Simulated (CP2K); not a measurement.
MgB2:

```
Mg B
1.0
     3.08500    0.00000    0.00000
    -1.54250    2.67169    0.00000
     0.00000    0.00000    3.52300
Mg B
1 2
Direct
  0.00000 0.00000 0.00000
  0.66667 0.33333 0.50000
  0.33333 0.66667 0.50000
```

Base run:

- Program: CP2K 2026.2
- Functional: RPBE
- Potentials or basis: POTENTIAL_UZH Mg GTH-PBE-q10, B GTH-PBE-q3; TZVP-MOLOPT-PBE-GTH basis
- Density cutoff: 19048 eV
- k mesh: 10 × 10 × 8
- Occupations: fermi-dirac, width 0.05 eV
- Spin: no spin polarisation

Its results: band gap on the k mesh none (metal or under the smearing width); pressure 1.8 GPa.

**Question.** The run is repeated on the same cell with these changes: dispersion from none to D4. What comes out?

**Answer.** Band gap on the k mesh none (metal or under the smearing width); pressure -6.8 GPa.

Dispersion adds attraction, which lowers the pressure at fixed volume and, as a term added to the energy, leaves the levels alone.

Caveats: the potentials were made for another functional, which shifts forces and pressure; the basis of atomic orbitals isn't converged, which shifts pressures, moduli and gaps; pairwise dispersion overbinds metals, which lowers pressure and volume (some runs).
